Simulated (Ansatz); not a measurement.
# Li5NbO5: the cost of one run

Program: Ansatz 0.2.0. Level of theory: DFT PBEsol, scalar-relativistic, plane waves, PAW. These are calculated values, not measurements.

1 further run of the same task is left out (set aside as unsound or not needed).

## Step 1: Starting point

Symmetry: C2/m, No. 12, monoclinic system. Conventional cell: a = 9.649 Å, b = 4.008 Å, c = 5.777 Å, α = 90.00°, β = 108.75°, γ = 90.00°. Li (site symmetry m) has 4 O at 1.93 to 2.06 Å in its first shell of neighbours. Around Li (site symmetry m) lie 5 O at 1.97 to 2.23 Å. Li (site symmetry 2/m) is surrounded by 4 O at 1.96 to 2.11 Å. Around Nb (site symmetry 2/m) lie 6 O at 1.97 to 2.00 Å. O (site symmetry m) is surrounded by 5 Li at 1.93 to 2.05 Å and 1 Nb at 1.98 Å. O (site symmetry m) has 5 Li at 1.96 to 2.11 Å and 1 Nb at 1.97 Å in its first shell of neighbours. Around O (site symmetry 2/m) lie 2 Nb at 2.00 Å and 2 Li at 2.23 Å.

As a file:

```cif
data_structure
_symmetry_space_group_name_H-M 'P 1'
_symmetry_Int_Tables_number 1
_cell_length_a 5.2239
_cell_length_b 5.2239
_cell_length_c 5.7768
_cell_angle_alpha 107.267
_cell_angle_beta 107.267
_cell_angle_gamma 45.116
_cell_volume 105.77
loop_
_atom_site_label
_atom_site_type_symbol
_atom_site_fract_x
_atom_site_fract_y
_atom_site_fract_z
_atom_site_occupancy
Li1 Li 0.71117 0.71117 0.34325 1
Li2 Li 0.69058 0.69058 0.86211 1
Li3 Li 0.00000 0.00000 0.50000 1
Li4 Li 0.30942 0.30942 0.13789 1
Li5 Li 0.28883 0.28883 0.65675 1
Nb1 Nb 0.00000 0.00000 0.00000 1
O1 O 0.85361 0.85361 0.17383 1
O2 O 0.84234 0.84234 0.68178 1
O3 O 0.50000 0.50000 0.00000 1
O4 O 0.15766 0.15766 0.31822 1
O5 O 0.14639 0.14639 0.82617 1
```

It goes back to an entry of the Materials Project, which need not be the stable form.

This cell was relaxed beforehand with the same method: volume 9.62 Å³/atom, gap on the mesh 3.19 eV.

## Step 2: The reference: the undisturbed cell on the scan's mesh

The input, input.yaml:

```yaml
crystal:
  lattice:
    - [4.8242578661, -2.0039867772, 0.0032473778]
    - [4.8242578661, 2.0039867772, 0.0032473778]
    - [-1.8604005238, 0.0, 5.4689857532]
  atoms:
    - { symbol: Li, position: [0.7111738868, 0.7111738868, 0.3432548312] }
    - { symbol: Li, position: [0.6905813805, 0.6905813805, 0.8621087993] }
    - { symbol: Li, position: [0.0, 0.0, 0.5] }
    - { symbol: Li, position: [0.3094186195, 0.3094186195, 0.1378912007] }
    - { symbol: Li, position: [0.2888261132, 0.2888261132, 0.6567451688] }
    - { symbol: Nb, position: [0.0, 0.0, 0.0] }
    - { symbol: O, position: [0.8536121833, 0.8536121833, 0.1738324169] }
    - { symbol: O, position: [0.8423433983, 0.8423433983, 0.6817848339] }
    - { symbol: O, position: [0.5, 0.5, 0.0] }
    - { symbol: O, position: [0.1576566017, 0.1576566017, 0.3182151661] }
    - { symbol: O, position: [0.1463878167, 0.1463878167, 0.8261675831] }
basis:
  ecutwfc: 420
kpoints:
  mp_grid: { grid: [6, 6, 4] }
hamiltonian:
  xc: pbesol
scf:
  occupations: { method: gaussian, width: 0.05 }
output:
  forces: true
  stress: true
  eigenvalues: true
```

Command:

```
> ansatz run input.yaml --threads 2 --pin off --max-ram 5120MiB --backend cpu --events-out ev --progress --plain --runs-dir out
```

What time and memory should one allow on 2 threads of Intel Xeon 6975P-C (Granite Rapids), shared host?

About 3.4 s, with a peak of 0.53 GiB.
